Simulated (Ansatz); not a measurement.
S started on a Si site in diamond Si, 64 atoms, charge −1

All numbers come from Ansatz (PAW, plane waves, no spin–orbit coupling) at the single k point (¼, ¼, ¼) without its symmetry partners. The atoms were relaxed with PBEsol in a fixed cell; other functionals are single points on those atoms unless said otherwise. The valence top and gap of the host come from its small cell on a dense mesh, with the band extrema sought between the mesh points, lined up by the mean potential, PBEsol gap 0.46 eV, r²SCAN gap 0.76 eV. The charge correction uses an assumed dielectric constant of 11.7.

Cell: a = 10.866 Å, b = 10.866 Å, c = 10.866 Å, α = 90.00°, β = 90.00°, γ = 90.00°.

Nearest atoms after relaxation, from the placed atom (for vacancies from the middle of the vacant sites): Si at 2.37 Å, Si at 2.44 Å, Si at 2.45 Å, Si at 2.49 Å.

Chemical potentials μ are those of reference phases of the elements at zero temperature by the same functional (the usual solids, diamond for C, grey Sn, and the molecules H2, N2, O2, F2, Cl2, Br2 and S8).

| functional | E(defect) − E(host) − Σ nμ + q·E_VBM (eV) | monopole (eV) | alignment (eV) | formation energy at E_F = VBM (eV) | moment (μB) | wall time, shared host |
| --- | --- | --- | --- | --- | --- | --- |
| PBEsol | 1.62 | 0.16 | -0.08 | 1.70 | 1.0 | 7.7 s on NVIDIA GB300 (relaxation) |
| r²SCAN | 2.34 | 0.16 | -0.08 | 2.42 | 1.0 | 8.2 s on NVIDIA GB300 |

(1) How does the monopole term follow by hand for this cubic cell?

r²SCAN one-electron levels near the gap (the ten most localised at most), from the host's valence top, not corrected for the charge's images:

```
level (eV)  spin  filling  atoms sharing it  element of the atom with most weight
      0.51    up     1.00              22.5                                spread
      0.55  down     1.00              24.0                                spread
      0.92    up     0.98              61.5                                spread
      1.00    up     0.02              63.0                                spread
      1.01  down     0.01              63.0                                spread
      1.04  down     0.00              62.3                                spread
```

The charge sits partly or wholly in a band of the host, at the cell's one k point and not at the band edge, so the formation energy is too high and the charge correction doesn't apply as it stands.

One k point and a cell of this size can leave errors of several tenths of an eV in such numbers.

Answers

(1) q²·α·e²/(4πε₀)/(2εL) with the Madelung constant α = 2.837 and e²/4πε₀ = 14.40 eV·Å: 1 × 2.837 × 14.40 / (2 × 11.7 × 10.866) = 0.16 eV.

The calculation gives no sign of a bound acceptor state of substitutional sulfur. Sulfur has two more valence electrons than the silicon it replaces, and these fill the pair of levels at 0.51 and 0.55 eV, which suggests the antibonding a₁ donor state formed from S 3s and the neighbouring Si hybrids. The third electron enters a state shared by 61.5 atoms, so the moment of 1.0 μB belongs to a conduction-like carrier rather than to a spin localised on sulfur. This fits the well-known double-donor behaviour of sulfur in silicon, though the donor levels lie too near the conduction edge here to fix their depth.

All the listed S–Si distances are long for a normal single bond, as expected from the host's geometric constraint and antibonding occupation. Their inequality is not evidence of a Jahn–Teller distortion, since sampling one k point without its symmetry partners can itself produce unequal forces.
